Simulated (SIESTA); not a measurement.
Crystal: GaN.

```xyz
4
Lattice="3.1800 0.0000 0.0000 -1.5900 2.7540 0.0000 0.0000 0.0000 5.1660" Properties=species:S:1:pos:R:3 pbc="T T T"
Ga    1.5900    0.9180    2.5830
Ga    0.0000    1.8360    0.0000
N     1.5900    0.9180    4.5203
N     0.0000    1.8360    1.9373
```

Base run:

```yaml
Program: SIESTA 5.4.2
Functional: RPBE
Potentials_or_basis: PseudoDojo 0.4 standard (PBE files)
Basis: DZP (energy shift 0.003 Ry; two zetas on semicore shells)
Grid_cutoff: 800 Ry
Energy_shift: 0.003 Ry
k_mesh: 10 × 10 × 5
Occupations: fermi-dirac, width 0.05 eV
Spin: no spin polarisation
```

Its results: band gap on the k mesh 2.16 eV, direct; pressure 14.1 GPa; largest force 0.138 eV/Å.

After a change of settings the same cell gave: band gap on the k mesh 2.05 eV, direct; pressure 9.7 GPa; largest force 0.126 eV/Å. Which change was it?
A. functional from RPBE to revPBE
B. functional from RPBE to PBEsol; potentials or basis from PseudoDojo 0.4 standard (PBE files) to PseudoDojo 0.4 standard (PBEsol files)
C. functional from RPBE to PW91
D. functional from RPBE to BLYP

C.

PW91 binds more tightly than RPBE, so the same cell stands under less pressure.

Caveats: the potentials were made for another functional, which shifts forces and pressure; the basis of atomic orbitals isn't converged, which shifts pressures, moduli and gaps.

Runs at the PBE level aren't shown here.
